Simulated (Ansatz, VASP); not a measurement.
# Two plane-wave programs on Be

```
CELL_PARAMETERS angstrom
0.00000 1.57905 1.57905
1.57905 0.00000 1.57905
1.57905 1.57905 0.00000
ATOMIC_POSITIONS crystal
Be 0.00000 0.00000 0.00000
```

The cell was built by a generator and needn't be a form met in nature.

Alike in both runs: task band structure; functional LDA; k mesh 14 × 14 × 14; occupations fermi-dirac, width 0.05 eV; no spin polarisation.

|  | VASP | Ansatz |
| --- | --- | --- |
| version | VASP 6.6.1 | Ansatz 0.2.0 |
| potentials or method | VASP PAW LDA potentials, release 64 (Be) | Ansatz PAW |
| plane-wave cutoff (eV) | 520 | 420 |
| valence electrons in the cell | 2 | 2 |

VASP gave:

| Quantity | Value |
| --- | --- |
| gap on the k mesh at the Fermi level (eV) | none |
| pressure (GPa) | -5.6 |

Problem. Estimate Ansatz's values.

Solution. gap on the k mesh at the Fermi level (eV): none; pressure (GPa): -6.0.

A gap of «none» marks a metal or a gap that the smearing closes.

Caveats: the PAW data sets come from PBE, with cores solved anew for the run's functional, which leaves a small shift of forces and pressure (Ansatz).
